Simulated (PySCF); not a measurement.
# Simulated absorption spectrum

Species: malononitrile, C3H2N2.
SMILES: `C(C#N)C#N`

The calculation used TDDFT CAM-B3LYP/aug-cc-pVTZ, vertical, gas phase, core orbitals frozen in the response (PySCF). Isolated species at its PBE0-D3(BJ)/def2-TZVP geometry, gas phase.

Computed states:

```
state  E (eV)       f
   S1    7.58  0.0004
   S2    7.77  0.0000
   S3    8.02  0.0038
   S4    8.06  0.0040
   S5    8.09  0.0000
   S6    8.14  0.0009
   S7    8.49   0.015
   S8    8.80   0.020
   S9    8.97  0.0031
  S10    9.08  0.0000
```

Broadening: Gaussians 0.3 eV wide at half height, area fixed by f = 4.319×10⁻⁹ ∫ε dν̃. The width is an assumption, not a result. The curve ends short of the highest state used, and states not computed would add to its high-energy end.

(1) Give the broadened spectrum and its maxima.

(2) Coming from long wavelengths, where does ε first pass 100 L mol⁻¹ cm⁻¹?

Results:

(1) 
(λ (nm), ε (L mol⁻¹ cm⁻¹)): (146.3, 1437), (147.5, 1135), (148.7, 742), (149.9, 496), (151.1, 485), (152.3, 621), (153.5, 744), (154.7, 734), (155.9, 586), (157.1, 380), (158.3, 204), (159.5, 97), (160.7, 51), (161.9, 38), (163.1, 37), (164.3, 34), (165.5, 28), (166.7, 19), (167.9, 11), (169.1, 5), (170.3, 2), (171.5, 1), (172.7, 0), (173.9, 0)

Maxima: 154 nm (8.05 eV), ε about 760, made up of S3 (43%) and S4 (48%) (ε in L mol⁻¹ cm⁻¹; maxima over ε = 5, shares over 10%). At its high-energy end, 8.48 eV, the curve is still rising (ε about 1500, from S7).

(2) At about 159 nm (7.78 eV), 0.20 eV above S1.
